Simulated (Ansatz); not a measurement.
**One structure type, several compounds**

These are results of DFT, PBE, all-electron LAPW, scalar-relativistic in Ansatz 0.2.0, not measurements.

All compounds have space group Fm-3m with 1 atom in the primitive cell. V0, B0 and B0′ come from third-order Birch–Murnaghan fits to pressures at five volumes, with shape and internal coordinates held; prototypes and MP cells needn't be known phases. Spin-polarised runs start from parallel moments; other orders may lie lower.

No spin–orbit coupling, which matters for the heavy atoms here.

Cd: Cd 4a (0.000 0.000 0.000); fcc type, relaxed by us; 14×14×14 mesh, smearing 0.03 eV; no spin
Co: Co 4a (0.000 0.000 0.000); MP-relaxed cell mp-102; 18×18×18 mesh, smearing 0.05 eV; polarised, ending at 1.6 μB
Cr: Cr 4a (0.000 0.000 0.000); COD 9008467, reported; 19×19×19 mesh, smearing 0.03 eV; polarised, ending at 0.0 μB
Ir: Ir 4a (0.000 0.000 0.000); COD 9008470, reported; 15×15×15 mesh, smearing 0.05 eV; no spin
F: F 4a (0.000 0.000 0.000); fcc type, relaxed by us; 16×16×16 mesh, smearing 0.05 eV; no spin
I: I 4a (0.000 0.000 0.000); fcc type, relaxed by us; 14×14×14 mesh, smearing 0.08 eV; no spin

Task: Order the compounds by bulk modulus, lowest first.
A. Ir
B. I
C. Cr
D. Cd
E. F
F. Co

Result: B (23 GPa), D (44 GPa), E (51 GPa), F (211 GPa), C (239 GPa), A (348 GPa).
